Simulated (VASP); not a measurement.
The system is TiSe.

```
Ti Se
1.0
     3.40340    0.00000    0.00000
     0.00000    3.40340    0.00000
     0.00000    0.00000    3.40340
Ti Se
1 1
Direct
  0.00000 0.00000 0.00000
  0.50000 0.50000 0.50000
```

The cell comes from a database or a generator and needn't be the stable form of this composition.

Base run:

- Program: VASP 6.6.1
- Functional: PBEsol
- Potentials or basis: VASP PAW PBE potentials, release 64 (Ti_sv, Se)
- Cutoff: 520 eV
- k mesh: 6 × 6 × 6
- Occupations: gaussian, width 0.05 eV
- Spin: collinear spin, random start
- Starting moments: [1.13, 0.0] μB
- Hubbard terms: Ti d U = 4 eV

Its results: band gap on the k mesh none (metal or under the smearing width); pressure -14.3 GPa; net moment 0.11 μB per cell.

**Question.** The run is repeated on the same cell with these changes: hubbard terms from Ti d U = 4 eV to Ti d U = 8 eV; moments at the start from [1.13, 0.0] to [0.9, 0.0]. What comes out?

**Answer.** Band gap on the k mesh none (metal or under the smearing width); pressure -10.7 GPa; net moment 0.00 μB per cell.

Caveats: the PAW data sets were made with another functional, which shifts forces and pressure a little.

Not every run made on this cell is shown here.
